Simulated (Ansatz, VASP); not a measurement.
AlN: VASP beside Ansatz

File INCAR:

```
SYSTEM = AlN
  PREC = Accurate
  ENCUT = 520
  EDIFF = 1E-7
  ISMEAR = -1
  SIGMA = 0.01
  LREAL = .False.
  LASPH = .True.
  NELM = 60
  ALGO = Normal
  ISIF = 2
  LWAVE = .False.
  LCHARG = .False.
  GGA = CA
  NBANDS = 11
```

The input KPOINTS:

```
Automatic mesh
0
Gamma
  12 12 12
  0 0 0
```

The input POSCAR:

```
AlN
1.0
    0.0000000000      1.9845714768      1.9845714768
    1.9845714768      0.0000000000      1.9845714768
    1.9845714768      1.9845714768      0.0000000000
Al N
1 1
Direct
    0.0000000000      0.0000000000      0.0000000000
    0.5000000000      0.5000000000      0.5000000000
```

Input for Ansatz:

```yaml
crystal:
  lattice:
    - [0.0, 1.9845714768, 1.9845714768]
    - [1.9845714768, 0.0, 1.9845714768]
    - [1.9845714768, 1.9845714768, 0.0]
  atoms:
    - { symbol: Al, position: [0.0, 0.0, 0.0] }
    - { symbol: "N", position: [0.5, 0.5, 0.5] }
kpoints:
  mp_grid: { grid: [12, 12, 12] }
  band_path:
    path:
      - [0.0, 0.0, 0.0]
      - [0.5, 0.0, 0.5]
      - [0.625, 0.25, 0.625]
      - [0.375, 0.375, 0.75]
      - [0.0, 0.0, 0.0]
      - [0.5, 0.5, 0.5]
      - [0.5, 0.25, 0.75]
      - [0.5, 0.0, 0.5]
    npoints: 5
scf:
  occupations: { method: fermi_dirac, width: 0.01 }
hamiltonian:
  xc: lda
  pseudopotentials: { kind: all_electron, lapw: { basis_error: 0.0005 } }
output:
  forces: true
  stress: true
  eigenvalues: true
```

Change from the starting cell: volume scaled by 1.01.

Alike in both runs: task single point; functional LDA; k mesh 12 × 12 × 12; occupations fermi-dirac, width 0.01 eV; no spin polarisation.

|  | VASP | Ansatz |
| --- | --- | --- |
| version | VASP 6.6.1 | Ansatz 0.2.0 |
| potentials or method | VASP PAW LDA potentials, release 64 (Al, N) | all-electron LAPW, scalar-relativistic |
| plane-wave cutoff (eV) | 520 | see its input |

Ansatz gave:

* gap on the k mesh at the Fermi level (eV): 5.00
* pressure (GPa): 9.3

Question: What did VASP give for the same quantities?

Answer: gap on the k mesh at the Fermi level (eV): 5.01; pressure (GPa): 10.0.

Ansatz ran all-electron here, so the differences hold the error of VASP's frozen core and of both bases.

A k mesh can miss the band edges.
